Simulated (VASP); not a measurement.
Mo:

```xyz
2
Lattice="2.7318 0.0000 0.0000 -1.3659 2.3658 0.0000 0.0000 0.0000 4.8407" Properties=species:S:1:pos:R:3 pbc="T T T"
Mo    0.0000    1.5772    1.2102
Mo    1.3659    0.7886    3.6306
```

This isn't the form of Mo at room conditions, which is bcc.

Base run:

| Item | Value |
| --- | --- |
| Program | VASP 6.6.1 |
| Functional | PBEsol |
| Potentials or basis | VASP PAW PBE potentials, release 64 (Mo_sv) |
| Cutoff | 900 eV |
| k mesh | 18 × 18 × 10 |
| Occupations | gaussian, width 0.1 eV |
| Spin | no spin polarisation |

Its results: band gap on the k mesh none (metal or under the smearing width); pressure 0.1 GPa.

Problem. The run is repeated on the same cell with these changes: functional from PBEsol to r2SCAN; cutoff from 900 eV to 520 eV. What comes out?

Solution. Band gap on the k mesh none (metal or under the smearing width); pressure 6.0 GPa.

Caveats: the PAW data sets were made with another functional, which shifts forces and pressure a little.

Not every run made on this cell is shown here.
